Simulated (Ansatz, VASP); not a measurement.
One calculation of AlN, two programs

INCAR

```
PREC = Accurate
ENCUT = 600
EDIFF = 1E-6
ISMEAR = 0
SIGMA = 0.02
LREAL = F
LASPH = T
NELM = 60
ALGO = Normal
ISIF = 3
LWAVE = F
LCHARG = F
IBRION = 2
NSW = 100
EDIFFG = -0.002
```

Contents of KPOINTS:

```
regular mesh
0
Gamma
  10 10 10
```

POSCAR

```
AlN
1.0
    0.0000000000      2.1839935600      2.1839935600
    2.1839935600      0.0000000000      2.1839935600
    2.1839935600      2.1839935600      0.0000000000
Al N
1 1
Direct
    0.0000000000      0.0000000000      0.0000000000
    0.2500000000      0.2500000000      0.2500000000
```

Input for Ansatz:

```yaml
crystal:
  lattice:
    - [0.0, 2.18399356, 2.18399356]
    - [2.18399356, 0.0, 2.18399356]
    - [2.18399356, 2.18399356, 0.0]
  atoms:
    - { symbol: Al, position: [0.0, 0.0, 0.0] }
    - { symbol: "N", position: [0.25, 0.25, 0.25] }
basis:
  ecutwfc: 420
kpoints:
  mp_grid: { grid: [10, 10, 10] }
hamiltonian:
  xc: lda
  pseudopotentials: { kind: paw, azcp: { folder: soft_1 } }
scf:
  occupations: { method: gaussian, width: 0.02 }
output:
  forces: true
  stress: true
  eigenvalues: true
  write_density: true
  write_potential: true
  elf: true
  volumetric_format: npy
relax:
  adjacent_minimum: "off"
  f_tol: 0.002
  max_steps: 80
  cell: { stress_tol: 0.02 }
```

Measurements of this composition are mostly on another form, of space group No. 186.

Alike in both runs: task relaxation of cell and atoms; functional LDA; k mesh 10 × 10 × 10; occupations gaussian, width 0.02 eV; no spin polarisation.

|  | VASP | Ansatz |
| --- | --- | --- |
| version | VASP 6.6.1 | Ansatz 0.2.0 |
| potentials or method | VASP PAW LDA potentials, release 64 (Al, N) | scalar-relativistic, plane waves, PAW |
| plane-wave cutoff (eV) | 600 | 420 |
| valence electrons in the cell | 8 | 8 |

|  | VASP | Ansatz | Ansatz less VASP |
| --- | --- | --- | --- |
| gap on the k mesh at the Fermi level, each at its own relaxed structure (eV) | 3.23 | 3.25 | +0.020 |
| relaxed volume (Å³/atom) | 10.26 | 10.23 | -0.027 |
| relaxed cell length with the largest relative difference (Å) | 3.073 | 3.070 | -0.0027 |
| energy change over the relaxation (meV/atom) | -2 | -2 | -0.6 |

Ansatz warned: «pseudo_functional_mismatch».

A k mesh can miss the band edges.
